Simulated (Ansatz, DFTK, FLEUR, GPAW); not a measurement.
# Co: net moment per atom by level of theory

It takes space group P6_3/mmc (No. 194, hexagonal). The conventional cell has a = 2.472 Å, b = 2.472 Å, c = 4.021 Å, α = 90.00°, β = 90.00°, γ = 120.00°. Co (site symmetry -6m2) has 12 Co at 2.47 Å as nearest neighbours.

| rung | level | program and potentials | cutoff (eV) | k mesh | smearing | task | core time | chip | net moment per atom (μB) | notes |
| --- | --- | --- | --- | --- | --- | --- | --- | --- | --- | --- |
| GGA | PBE | Ansatz, all-electron LAPW, scalar-relativistic | - | 12 × 12 × 7 | fermi-dirac 0.05 | single point | 22 s | Intel Xeon 6975P-C Granite Rapids | 1.61 | - |
| GGA | PBE | Ansatz, Ansatz PAW (files of its older set among them) | 1000 | 12 × 12 × 7 | fermi-dirac 0.05 | band structure | 44 s | Arm Neoverse N1 | 1.61 | 17 valence electrons an atom on average |
| LDA | LDA | FLEUR, all-electron, FLAPW | - | 12 × 12 × 7 | fermi-dirac 0.05 | band structure | 49 s | Intel Xeon 6975P-C Granite Rapids | 1.55 | - |
| GGA | PBE | Ansatz, PseudoDojo standard (PBE files) | 1306 | 12 × 12 × 7 | fermi-dirac 0.05 | band structure | 64 s | Arm Neoverse N1 | 1.63 | 17 valence electrons an atom on average |
| GGA | revPBE | GPAW, the program's PAW data sets (release 1.2.1) made for this functional | 600 | 12 × 12 × 7 | fermi-dirac 0.05 | band structure | 85 s | Arm Neoverse V1 | 1.62 | 9 valence electrons an atom on average |
| meta-GGA | SCAN | GPAW, GPAW PAW data sets (gpaw-data 1.2.1) | 600 | 9 × 9 × 5 | fermi-dirac 0.05 | band structure | 2.9 min | Arm Neoverse V1 | 1.76 | potentials made for PBE; 9 valence electrons an atom on average |
| GGA | PBE | DFTK, PseudoDojo SR PBE 0.4.1 standard (PBE) | 1306 | 12 × 12 × 7 | fermi-dirac 0.05 | single point | 6.7 min | Intel Xeon Platinum 8259CL Skylake/Cascade Lake | 1.63 | 17 valence electrons an atom on average |

Times are single runs on shared hosts and different chips, so they are rough; meshes, cutoffs and the tasks' sizes weigh on the time. All rows: collinear spin, ferromagnetic start. Smearing widths are in eV. The cell comes from a database and isn't always the measured one. For a metal such meshes aren't converged. Meshes differ between rows, which moves values too. Meshes are those of the run's cell of 2 atoms unless a note names another. A magnetic state is the one that its parallel start led to; the crystal's real order can differ. Runs on faulty files, with rough fits or with known faults for this quantity aren't shown. No row holds spin-orbit coupling.

By rung: LDA 1.55; GGA 1.61 to 1.63; meta-GGA 1.76 (μB).

The moment rises from LDA through GGA to SCAN, and the step to SCAN is much larger than the spread among the PBE rows, which agree to within 1.61 to 1.63 μB across all-electron and pseudopotential treatments. Hexagonal cobalt is a strong ferromagnet: its majority 3d band is almost full, so the moment is set mainly by the holes in the minority 3d band. This explains why LDA and GGA differ so little. SCAN probably enlarges the exchange splitting, with d-sp hybridisation leaving some room for further polarisation, in line with its known tendency to overmagnetise itinerant 3d metals.

The measured total moment includes a small parallel orbital part, so the spin moments here should fall somewhat below it. SCAN's closeness to that total is therefore no sign of a better description; the GGA values are nearer the spin part alone. The moments by themselves don't establish how well any of these functionals describes the exchange splitting or the Curie temperature.
